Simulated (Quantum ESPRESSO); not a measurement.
**Sb in Quantum ESPRESSO: the effect of smearing width**

Slab: Sb, a slab with vacuum.

```
CELL_PARAMETERS angstrom
3.16000 0.00000 0.00000
0.00000 3.16000 0.00000
0.00000 0.00000 24.48000
ATOMIC_POSITIONS crystal
Sb 0.00000 0.00000 0.30637
Sb 0.00000 0.00000 0.43546
Sb 0.00000 0.00000 0.56454
Sb 0.00000 0.00000 0.69363
```

The slab is cut from a database's or a generator's crystal, which needn't be the stable form of the element.

Alike in all runs:

```yaml
Program: Quantum ESPRESSO 7.5
Task: work function
Functional: PBE
Potentials_or_basis: PseudoDojo 0.4.1 SR PBE standard
Cutoff: 1088 eV
Density_cutoff: 4354 eV
k_mesh: 8 × 8 × 1
Spin: no spin polarisation
```

```csv
smearing width,occupations,largest force (eV/Å),work function (eV)
0.01,"gaussian, width 0.01 eV",0.59,4.41
0.025,"gaussian, width 0.025 eV",0.58,4.41
0.05,"gaussian, width 0.05 eV",0.57,4.40
0.1,"gaussian, width 0.1 eV",0.56,4.38
0.2,"gaussian, width 0.2 eV",?,?
```

**Question.** What does the run with smearing width 0.2 give?

**Answer.** Largest force 0.51 eV/Å; work function 4.40 eV.

Worked out: A straight line through the other rows of the largest force, of slope -0.316 eV/Å per unit of smearing width, extrapolates to 0.53 eV/Å, against the run's 0.51. A straight line through the other rows of the work function, of slope -0.353 eV per unit of smearing width, extrapolates to 4.35 eV, against the run's 4.40. The fit is too stiff a form for this range.
